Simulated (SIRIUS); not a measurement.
# RbCl under changes of volume

One of the cells (35.094 Å³/atom); the others are scaled copies at fixed shape and fractional positions:

```
Rb Cl
1.0
     0.00000    3.27400    3.27400
     3.27400    0.00000    3.27400
     3.27400    3.27400    0.00000
Rb Cl
1 1
Direct
  0.00000 0.00000 0.00000
  0.50000 0.50000 0.50000
```

```yaml
Program: SIRIUS 7.12.0
Functional: LDA
Potentials_or_basis: all-electron FP-LAPW
Cutoff: 158 eV
Basis: apw+lo standard
k_mesh: 7 × 7 × 7
Occupations: fermi-dirac, width 0.05 eV
Spin: no spin polarisation
```

```tsv
volume (Å³/atom)	energy over the lowest point (meV/atom)	gap on the mesh (eV)
32.989	0.00	4.79
33.690	2.50	4.72
34.392	6.62	4.66
35.094	12.20	4.60
35.796	?	?
36.498	26.72	4.48
37.200	35.55	4.43
```

Task: What does the run at 35.796 Å³/atom give?

Result: Energy over the lowest point 18.97 meV/atom; gap on the mesh 4.54 eV.

Worked out: A Birch-Murnaghan fit of order 3 (a polynomial in V^(-2/3)) to the other rows has its minimum at 32.38 Å³/atom, just outside them, with B0 = V·E''(V) = 21 GPa and B' = 4.9. It gives 18.92 meV/atom at 35.796 Å³/atom, against the run's 18.97. A straight line through the other rows of the gap, of slope -3 eV per unit of ln V (its deformation potential), gives 4.54 eV, against the run's 4.54.

Energies are extrapolated to zero smearing.

Caveats: an odd mesh through Γ misses points on the zone boundary, where band edges often lie (some runs). Spin-orbit coupling on Rb is left out.
